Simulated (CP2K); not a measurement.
Nb:

```
Nb
1.0
     2.88205    0.00000    0.00000
    -0.96068    2.71722    0.00000
    -0.96068   -1.35861    2.35318
Nb
1
Direct
  0.00000 0.00000 0.00000
```

Base run:

| Quantity | Value |
| --- | --- |
| Program | CP2K 2026.2 |
| Functional | PBEsol |
| Potentials or basis | POTENTIAL_UZH Nb GTH-PBE-q13; TZVP-MOLOPT-PBE-GTH basis |
| Density cutoff | 9184 eV |
| k mesh | 11 × 11 × 11 |
| Occupations | fermi-dirac, width 0.05 eV |
| Spin | no spin polarisation |

Its results: band gap on the k mesh none (metal or under the smearing width); pressure -6.4 GPa.

Question: The run is repeated on the same cell with these changes: functional from PBEsol to LDA. What comes out?

Answer: Band gap on the k mesh none (metal or under the smearing width); pressure -9.6 GPa.

LDA binds more tightly than PBEsol, so the same cell stands under less pressure.

Caveats: the potentials were made for another functional, which shifts forces and pressure; the basis of atomic orbitals isn't converged, which shifts pressures, moduli and gaps.

Not every run made on this cell is shown here.
